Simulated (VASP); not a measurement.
# NaH (Pm-3m) in VASP: reference runs

Aim: a first look at NaH with PBE, on the cell as given and on a disturbed one.

Everything below comes from runs of VASP 6.6.1. Logs are shortened: lines on timing, memory, paths and dates and some standing lists are left out, and cuts for length are marked.

## Step 1: The crystal as given

The structure is cubic, space group Pm-3m (No. 221). Conventional cell: a = 2.955 Å, b = 2.955 Å, c = 2.955 Å, α = 90.00°, β = 90.00°, γ = 90.00°. Around Na (site symmetry m-3m) lie 8 H at 2.56 Å. H (site symmetry m-3m) has 8 Na at 2.56 Å as nearest neighbours.

The cell comes from a database or a generator and needn't be the stable form of this composition.

## Step 2: Single point, PBE

Input file INCAR:

```
SYSTEM = NaH
  ALGO = Normal
  EDIFF = 1E-7
  ENCUT = 520
  GGA = PE
  ISIF = 2
  ISMEAR = -1
  LASPH = .TRUE.
  LCHARG = .FALSE.
  LREAL = .FALSE.
  LWAVE = .FALSE.
  NBANDS = 11
  NELM = 80
  PREC = Accurate
  SIGMA = 0.05
```

Input file KPOINTS:

```
k-points
0
G
  9 9 9
  0 0 0
```

Input file POSCAR:

```
NaH
1.0
    2.9551240000      0.0000000000      0.0000000000
    0.0000000000      2.9551240000      0.0000000000
    0.0000000000      0.0000000000      2.9551240000
Na H
1 1
Direct
    0.0000000000      0.0000000000      0.0000000000
    0.5000000000      0.5000000000      0.5000000000
```

Potentials or basis: VASP PAW PBE potentials, release 64 (Na_pv, H).

Launch:

```
$ cat potpaw_PBE.64/Na_pv/POTCAR potpaw_PBE.64/H/POTCAR > POTCAR
$ mpirun -np 1 vasp_std > vasp.out
```

OUTCAR:

```text
SYSTEM = NaH
   EDIFF = 1E-7
   ENCUT = 520
   GGA = PE
   ISIF = 2
   ISMEAR = -1
   LASPH = .TRUE.
   LREAL = .FALSE.
   NELM = 80
   PREC = Accurate

 ion  position               nearest neighbor table
   1  0.000  0.000  0.000-
   2  0.500  0.500  0.500-

  LATTYP: Found a simple cubic cell.
 ALAT       =     2.9551240000

  Lattice vectors:

 A1 = (   2.9551240000,   0.0000000000,   0.0000000000)
 A2 = (   0.0000000000,   2.9551240000,   0.0000000000)
 A3 = (   0.0000000000,   0.0000000000,   2.9551240000)

Analysis of symmetry for initial positions (statically):
=====================================================================
 Subroutine PRICEL returns:
 Original cell was already a primitive cell.

 Routine SETGRP: Setting up the symmetry group for a
 simple cubic supercell.

 Subroutine GETGRP returns: Found 48 space group operations
 (whereof 48 operations were pure point group operations)
 out of a pool of 48 trial point group operations.

The static configuration has the point symmetry O_h .

Analysis of symmetry for dynamics (positions and initial velocities):
=====================================================================
 Subroutine PRICEL returns:
 Original cell was already a primitive cell.

 Routine SETGRP: Setting up the symmetry group for a
 simple cubic supercell.

 Subroutine GETGRP returns: Found 48 space group operations
 (whereof 48 operations were pure point group operations)
 out of a pool of 48 trial point group operations.

The dynamic configuration has the point symmetry O_h .

 Subroutine INISYM returns: Found 48 space group operations
 (whereof 48 operations are pure point group operations),
 and found     1 'primitive' translations

----------------------------------------------------------------------------------------

                                     Primitive cell

  volume of cell :      25.8064

  direct lattice vectors                    reciprocal lattice vectors
     2.955124000  0.000000000  0.000000000     0.338395275  0.000000000  0.000000000
     0.000000000  2.955124000  0.000000000     0.000000000  0.338395275  0.000000000
     0.000000000  0.000000000  2.955124000     0.000000000  0.000000000  0.338395275

  length of vectors
     2.955124000  2.955124000  2.955124000     0.338395275  0.338395275  0.338395275

  position of ions in fractional coordinates (direct lattice)
     0.000000000  0.000000000  0.000000000
     0.500000000  0.500000000  0.500000000

  ion indices of the primitive-cell ions
   primitive index   ion index
                 1           1
                 2           2

----------------------------------------------------------------------------------------

 KPOINTS: k-points

Automatic generation of k-mesh.
 Grid dimensions read from file:
 generate k-points for:    9    9    9

 Generating k-lattice:

  Cartesian coordinates                     Fractional coordinates (reciprocal lattice)
     0.037599475  0.000000000  0.000000000     0.111111111  0.000000000  0.000000000
     0.000000000  0.037599475  0.000000000     0.000000000  0.111111111  0.000000000
     0.000000000  0.000000000  0.037599475     0.000000000  0.000000000  0.111111111

  Length of vectors
     0.037599475  0.037599475  0.037599475

  Shift w.r.t. Gamma in fractional coordinates (k-lattice)
     0.000000000  0.000000000  0.000000000

 Subroutine IBZKPT returns following result:
 ===========================================

 Found     35 irreducible k-points:

 Following reciprocal coordinates:
            Coordinates               Weight
  0.000000  0.000000  0.000000      1.000000
  0.111111  0.000000  0.000000      6.000000
  0.222222  0.000000  0.000000      6.000000
  0.333333  0.000000  0.000000      6.000000
  0.444444  0.000000  0.000000      6.000000
  0.111111  0.111111  0.000000     12.000000
[... 16 lines left out ...]
  0.333333  0.333333  0.111111     24.000000
  0.444444  0.333333  0.111111     48.000000
 [... further k-points ...]
   k-points           NKPTS =     35   k-points in BZ     NKDIM =     35   number of bands    NBANDS=     11
   number of dos      NEDOS =    301   number of ions     NIONS =      2
   total plane-waves  NPLWV =  13824
   dimension x,y,z NGX =    24 NGY =   24 NGZ =   24
   dimension x,y,z NGXF=    48 NGYF=   48 NGZF=   48
   ions per type =               1   1
   NGX,Y,Z   is equivalent  to a cutoff of  13.50, 13.50, 13.50 a.u.
   NGXF,Y,Z  is equivalent  to a cutoff of  27.00, 27.00, 27.00 a.u.
 SYSTEM =  NaH
   PREC   = accura    normal or accurate (medium, high low for compatibility)
   ISTART =      0    job   : 0-new  1-cont  2-samecut
   ICHARG =      2    charge: 1-file 2-atom 10-const
   ISPIN  =      1    spin polarized calculation?
   LNONCOLLINEAR =      F non collinear calculations
   LSORBIT =      F    spin-orbit coupling
   LASPH  =      T    aspherical Exc in radial PAW
   ENCUT  =  520.0 eV  38.22 Ry    6.18 a.u.   5.49  5.49  5.49*2*pi/ulx,y,z
   NELM   =     80;   NELMIN=  2; NELMDL= -5     # of ELM steps
   EDIFF  = 0.1E-06   stopping-criterion for ELM
   LREAL  =      F    real-space projection
   EDIFFG = 0.1E-05   stopping-criterion for IOM
   NSW    =      0    number of steps for IOM
   IBRION =     -1    ionic relax: 0-MD 1-quasi-New 2-CG
   NFREE  =      0    steps in history (QN), initial steepest desc. (CG)
   ISIF   =      2    stress and relaxation
   ISYM   =      2    0-nonsym 1-usesym 2-fastsym
   POTIM  = 0.5000    time-step for ionic-motion
   TEBEG  =    0.0;   TEEND  =   0.0 temperature during run
   PSTRESS=    0.0 pullay stress
   NELECT =       8.0000    total number of electrons
   NUPDOWN=      -1.0000    fix difference up-down
   EMIN   =  10.00;   EMAX   =-10.00  energy-range for DOS
   EFERMI =   0.00;   METHOD = LEGACY
   ISMEAR =    -1;   SIGMA  =   0.05  broadening in eV -4-tet -1-fermi 0-gaus
   EFERMI_NEDOS =   21; number of points for ismear=-14 and -15
   IALGO  =     38    algorithm
   IMIX   =      4    mixing-type and parameters
     AMIX     =   0.40;   BMIX     =  1.00
     AMIX_MAG =   1.60;   BMIX_MAG =  1.00
  volume/ion in A,a.u.               =      12.90        87.08
  Fermi-wavevector in a.u.,A,eV,Ry     =   1.107973  2.093765 16.702564  1.227604
  Thomas-Fermi vector in A             =   2.244494
   LORBIT       =      0    0 simple, 1 ext, 2 COOP (PROOUT), +10 PAW based schemes
   GGA     = PE    functional components
[... 5 lines left out ...]
 non-spin polarized calculation
  energy-cutoff  :      520.00
  volume of cell :       25.81
 maximum number of plane-waves:       739
 NGX is ok and might be reduce to    24
   NGX = 11   NGY = 11   NGZ = 11

 number of electron       8.0000007 magnetization

 Free energy of the ion-electron system (eV)
  ---------------------------------------------------
  ext. energy  EPLUGINS =         0.00000000
  ---------------------------------------------------
  free energy    TOTEN  =        -4.77254994 eV

  energy without entropy =       -4.77254993  energy(sigma->0) =       -4.77254994

 E-fermi :   1.8221     XC(G=0):  -8.1595

 val. band max:        1.0665027183   @ k =   0.4444   0.4444   0.4444
 cond. band min:       2.5659934875   @ k =   0.4444   0.0000   0.0000
 fundamental gap:      1.4994907693
 Fermi energy:         1.8221339606

 k-point     1 :       0.0000    0.0000    0.0000
  band No.  band energies     occupation
      1     -23.2548      2.00000
      2     -23.2548      2.00000
      3     -23.2548      2.00000
      4      -4.6183      2.00000
      5       9.9515      0.00000
      6      12.2648      0.00000
      7      12.2648      0.00000
      8      13.7977      0.00000
      9      13.7977      0.00000
     10      13.7977      0.00000
     11      26.9725      0.00000

 k-point     2 :       0.1111    0.0000    0.0000
  band No.  band energies     occupation
      1     -23.2758      2.00000
      2     -23.2530      2.00000
      3     -23.2530      2.00000
      4      -4.4250      2.00000
      5       8.8303      0.00000
      6      11.2069      0.00000
      7      12.4688      0.00000
      8      13.9445      0.00000
      9      13.9445      0.00000
     10      16.4406      0.00000
     11      25.2200      0.00000

 k-point     3 :       0.2222    0.0000    0.0000
  band No.  band energies     occupation
      1     -23.3286      2.00000
      2     -23.2484      2.00000
      3     -23.2484      2.00000
      4      -3.8677      2.00000
      5       6.3467      0.00000
      6      11.3556      0.00000
      7      13.0752      0.00000
      8      14.3745      0.00000
      9      14.3745      0.00000
     10      20.0949      0.00000
     11      22.8078      0.00000

 k-point     4 :       0.3333    0.0000    0.0000
  band No.  band energies     occupation
      1     -23.3880      2.00000
      2     -23.2431      2.00000
      3     -23.2431      2.00000
      4      -3.0381      2.00000
      5       4.0874      0.00000
      6      11.7988      0.00000
      7      14.0539      0.00000
      8      15.0359      0.00000
      9      15.0359      0.00000
     10      20.2545      0.00000
     11      20.7518      0.00000
[... 239 lines left out ...]
 k-point    22 :       0.4444    0.2222    0.1111
  band No.  band energies     occupation
      1     -23.4111      2.00000
      2     -23.3054      2.00000
      3     -23.2524      2.00000
      4      -1.5364      2.00000
      5       3.6117      0.00000
      6       8.9077      0.00000
      7      12.2019      0.00000
      8      13.2506      0.00000
      9      16.8926      0.00000
     10      18.7166      0.00000
     11      22.2375      0.00000

 k-point    23 :       0.3333    0.3333    0.1111
  band No.  band energies     occupation
      1     -23.3686      2.00000
      2     -23.3623      2.00000
      3     -23.2507      2.00000
      4      -1.5527      2.00000
      5       5.4529      0.00000
      6       6.5434      0.00000
      7      11.5196      0.00000
      8      13.2703      0.00000
      9      18.1013      0.00000
     10      18.3947      0.00000
     11      20.8103      0.00000

 k-point    24 :       0.4444    0.3333    0.1111
  band No.  band energies     occupation
      1     -23.4013      2.00000
      2     -23.3596      2.00000
      3     -23.2472      2.00000
      4      -0.9456      2.00000
      5       4.5697      0.00000
      6       6.9684      0.00000
      7      10.5843      0.00000
      8      13.3548      0.00000
      9      17.2681      0.00000
     10      18.5595      0.00000
     11      21.6518      0.00000

 [... further k-points ...]

------------------------ aborting loop because EDIFF is reached ----------------------------------------

  FORCE on cell =-STRESS in cart. coord.  units (eV):
  Direction    XX          YY          ZZ          XY          YZ          ZX
  --------------------------------------------------------------------------------------
  -------------------------------------------------------------------------------------
  Total        0.0283206      0.0283206      0.0283206      0.0000000      0.0000000      0.0000000
  in kB        1.7582709      1.7582709      1.7582709      0.0000000      0.0000000      0.0000000
  external PRESSURE =       1.7582709 kB  Pullay stress =       0.0000000 kB

 VOLUME and BASIS-vectors are now :
 -----------------------------------------------------------------------------
  energy-cutoff  :      520.00
  volume of cell :       25.81
      direct lattice vectors                 reciprocal lattice vectors
     2.955124000  0.000000000  0.000000000     0.338395275  0.000000000  0.000000000
     0.000000000  2.955124000  0.000000000     0.000000000  0.338395275  0.000000000
     0.000000000  0.000000000  2.955124000     0.000000000  0.000000000  0.338395275

 POSITION                                       TOTAL-FORCE (eV/Angst)
 -----------------------------------------------------------------------------------
      0.00000      0.00000      0.00000         0.000000      0.000000      0.000000
      1.47756      1.47756      1.47756         0.000000      0.000000      0.000000
 -----------------------------------------------------------------------------------
    total drift:                               -0.000000      0.000000      0.000000

  FREE ENERGIE OF THE ION-ELECTRON SYSTEM (eV)
  ---------------------------------------------------
  free  energy   TOTEN  =        -4.7725499421 eV

  energy  without entropy=       -4.7725499325  energy(sigma->0) =       -4.77254994
```

It took 4.8 s on 1 thread of AMD EPYC 9R45 (Zen 5), shared host; peak memory 0.1 GiB.

Results:

```yaml
Free_energy: -4.7725 eV
Pressure: 0.2 GPa
Band_gap_on_the_k_mesh: 1.50 eV, indirect (least direct gap 4.81 eV)
```

Levels at points of the mesh, in eV from the valence-band top:
| k point | band 1 | band 2 | band 3 | band 4 | band 5 | band 6 | band 7 | band 8 | band 9 |
| --- | --- | --- | --- | --- | --- | --- | --- | --- | --- |
| (0.00, 0.00, 0.00) | -24.32 | -24.32 | -24.32 | -5.68 | 8.88 | 11.20 | 11.20 | 12.73 | 12.73 |

Caveat: an odd mesh through Γ misses points on the zone boundary, where band edges often lie.

## Step 3: Single point, PBE (atoms moved at random, drawn with an rms of 0.05 Å)

Input file INCAR:

```
PREC = Accurate ; ENCUT = 520
EDIFF = 1E-7 ; ISMEAR = -1
SIGMA = 0.05 ; LREAL = False
LASPH = True ; NELM = 80
ALGO = Normal ; ISIF = 2
LWAVE = False ; LCHARG = True
GGA = PE ; LELF = True
LVHAR = True ; NBANDS = 11
```

Input file KPOINTS:

```
regular mesh
0
Gamma
  9 9 9
```

Input file POSCAR:

```
NaH
1.0
    2.9551240000      0.0000000000      0.0000000000
    0.0000000000      2.9551240000      0.0000000000
    0.0000000000      0.0000000000      2.9551240000
Na H
1 1
Direct
    0.0103300000      0.0130930000      0.0053020000
    0.5053920000      0.5021250000      0.4909550000
```

Potentials or basis: VASP PAW PBE potentials, release 64 (Na_pv, H).

Launch:

```
$ cat potpaw_PBE.64/Na_pv/POTCAR potpaw_PBE.64/H/POTCAR > POTCAR
$ mpirun -np 1 vasp_std > vasp.out
```

OUTCAR:

```text
PREC = Accurate
   ENCUT = 520
   EDIFF = 1E-7
   ISMEAR = -1
   LREAL = False
   LASPH = True
   NELM = 80
   ISIF = 2
   GGA = PE

 ion  position               nearest neighbor table
   1  0.010  0.013  0.005-
   2  0.505  0.502  0.491-

  LATTYP: Found a simple cubic cell.
 ALAT       =     2.9551240000

  Lattice vectors:

 A1 = (   2.9551240000,   0.0000000000,   0.0000000000)
 A2 = (   0.0000000000,   2.9551240000,   0.0000000000)
 A3 = (   0.0000000000,   0.0000000000,   2.9551240000)

Analysis of symmetry for initial positions (statically):
=====================================================================
 Subroutine PRICEL returns:
 Original cell was already a primitive cell.

 Routine SETGRP: Setting up the symmetry group for a
 simple cubic supercell.

 Subroutine GETGRP returns: Found  1 space group operations
 (whereof  1 operations were pure point group operations)
 out of a pool of 48 trial point group operations.

The static configuration has the point symmetry C_1 .

[... 168 lines left out ...]
 k-point     1 :       0.0000    0.0000    0.0000
  band No.  band energies     occupation
      1     -23.2535      2.00000
      2     -23.2533      2.00000
      3     -23.2531      2.00000
      4      -4.6180      2.00000
      5       9.9391      0.00000
      6      12.2591      0.00000
      7      12.2628      0.00000
      8      13.7997      0.00000
      9      13.8048      0.00000
     10      13.8219      0.00000
     11      26.9716      0.00000
[... 309 lines left out ...]
 k-point    24 :      -0.2222    0.0000    0.1111
  band No.  band energies     occupation
      1     -23.3246      2.00000
      2     -23.2672      2.00000
      3     -23.2451      2.00000
      4      -3.6859      2.00000
      5       6.4881      0.00000
      6       9.8653      0.00000
      7      12.4650      0.00000
      8      14.5336      0.00000
      9      16.8325      0.00000
     10      20.1877      0.00000
     11      20.3106      0.00000

 [... further k-points ...]

------------------------ aborting loop because EDIFF is reached ----------------------------------------

  FORCE on cell =-STRESS in cart. coord.  units (eV):
  Direction    XX          YY          ZZ          XY          YZ          ZX
  --------------------------------------------------------------------------------------
  -------------------------------------------------------------------------------------
  Total        0.0334348      0.0338061      0.0339089      0.0014538      0.0042169      0.0018887
  in kB        2.0757862      2.0988350      2.1052184      0.0902564      0.2618051      0.1172575
  external PRESSURE =       2.0932799 kB  Pullay stress =       0.0000000 kB

 VOLUME and BASIS-vectors are now :
 -----------------------------------------------------------------------------
  energy-cutoff  :      520.00
  volume of cell :       25.81
      direct lattice vectors                 reciprocal lattice vectors
     2.955124000  0.000000000  0.000000000     0.338395275  0.000000000  0.000000000
     0.000000000  2.955124000  0.000000000     0.000000000  0.338395275  0.000000000
     0.000000000  0.000000000  2.955124000     0.000000000  0.000000000  0.338395275

 POSITION                                       TOTAL-FORCE (eV/Angst)
 -----------------------------------------------------------------------------------
      0.03053      0.03869      0.01567        -0.006266     -0.014017     -0.017827
      1.49350      1.48384      1.45083         0.006266      0.014017      0.017827
 -----------------------------------------------------------------------------------
    total drift:                               -0.000017     -0.000316      0.000480

  FREE ENERGIE OF THE ION-ELECTRON SYSTEM (eV)
  ---------------------------------------------------
  free  energy   TOTEN  =        -4.7719025852 eV

  energy  without entropy=       -4.7719025757  energy(sigma->0) =       -4.77190258
```

OSZICAR:

```text
N       E                     dE             d eps       ncg     rms          rms(c)
DAV:   1     0.349837492570E+02    0.34984E+02   -0.44625E+03  8072   0.837E+02
DAV:   2    -0.402487657711E+01   -0.39009E+02   -0.38140E+02  8434   0.195E+02
DAV:   3    -0.522852213634E+01   -0.12036E+01   -0.12020E+01  9567   0.322E+01
DAV:   4    -0.523563797220E+01   -0.71158E-02   -0.71152E-02  9217   0.247E+00
DAV:   5    -0.523569338305E+01   -0.55411E-04   -0.55410E-04  9188   0.223E-01    0.311E+00
DAV:   6    -0.488069384530E+01    0.35500E+00   -0.34864E-01  9490   0.319E+00    0.146E+00
DAV:   7    -0.476950461571E+01    0.11119E+00   -0.37998E-01  9257   0.248E+00    0.379E-01
DAV:   8    -0.477218707943E+01   -0.26825E-02   -0.92083E-03  8810   0.108E+00    0.747E-02
DAV:   9    -0.477192302918E+01    0.26405E-03   -0.17538E-03  9272   0.424E-01    0.280E-02
DAV:  10    -0.477190162030E+01    0.21409E-04   -0.10320E-04  8920   0.578E-02    0.286E-03
DAV:  11    -0.477190252522E+01   -0.90492E-06   -0.14217E-06  9203   0.800E-03    0.190E-03
DAV:  12    -0.477190258520E+01   -0.59974E-07   -0.12832E-07  8855   0.277E-03
   1 F= -.47719026E+01 E0= -.47719026E+01  d E =-.946370E-08
```

stdout:

```text
POSCAR found type information on POSCAR NaH
 POSCAR found :  2 types and       2 ions
 scaLAPACK will be used
 LDA part: xc-table for (Slater+PW92), standard interpolation
 POSCAR, INCAR and KPOINTS ok, starting setup
 FFT: planning ... GRIDC
 FFT: planning ... GRID_SOFT
 FFT: planning ... GRID
 WAVECAR not read
 entering main loop
```

Run time: 41 s. Hardware: 1 thread of AMD EPYC 9R45 (Zen 5), shared host; peak memory 0.18 GiB.

What came out:

```
Free energy            : -4.7719 eV
Pressure               : 0.2 GPa
Largest force          : 0.024 eV/Å
Band gap on the k mesh : 1.50 eV, indirect (least direct gap 4.81 eV)
```

Forces on the atoms (eV/Å):
```
Na  -0.006 -0.014 -0.018
H    0.006  0.014  0.018
```

Caveat: an odd mesh through Γ misses points on the zone boundary, where band edges often lie.
